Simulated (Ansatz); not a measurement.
Runs of Ansatz 0.2.0 on Cu. It takes space group P6_3/mmc (No. 194, hexagonal). Conventional cell: a = 2.534 Å, b = 2.534 Å, c = 4.113 Å, α = 90.00°, β = 90.00°, γ = 120.00°. Cu (site symmetry -6m2) is surrounded by 12 Cu at 2.52 to 2.53 Å. This isn't the form of Cu at room conditions, which is fcc.

| task | level | cell | k mesh | cutoff (eV) | points for each segment of the path | mesh quality | gap on the mesh (eV) | pressure (GPa) | relaxed volume (Å³/atom) |
| --- | --- | --- | --- | --- | --- | --- | --- | --- | --- |
| relaxation of cell and atoms | PBEsol+D3(BJ)-ATM | relaxed | 12 × 12 × 7 | 420 | - | not flagged | none | 0.0 | (b) |
| relaxation of cell and atoms | PBEsol+D4 | relaxed | 12 × 12 × 7 | 420 | - | not flagged | none | 0.0 | 11.05 |
| band structure | r2SCAN | as given | 7 × 7 × 4 | 500 | 14 | coarse | none | (a) | - |
| band structure | LDA | as given | 7 × 7 × 4 | 420 | 14 | coarse | none | -8.5 | - |
| relaxation of cell and atoms | PBEsol+D3(BJ) | relaxed | 12 × 12 × 7 | 420 | - | not flagged | none | 0.0 | 10.83 |

Alike in all rows: potentials or basis Ansatz PAW; no spin polarisation; smearing fermi-dirac 0.05 eV.

**Question.** Fill in the values left out.

**Answer.** (a) -0.2; (b) 10.97.

Caveats: some runs use coarse meshes; the PAW data sets come from PBE, with cores solved anew for the run's functional, which leaves a small shift of forces and pressure; the plane-wave basis is chosen anew once the cell has moved, so the energies of steps on either side of that aren't comparable (some runs); pairwise dispersion overbinds metals, which lowers pressure and volume (some runs).

A gap of «none» marks a metal or a gap under the smearing width.
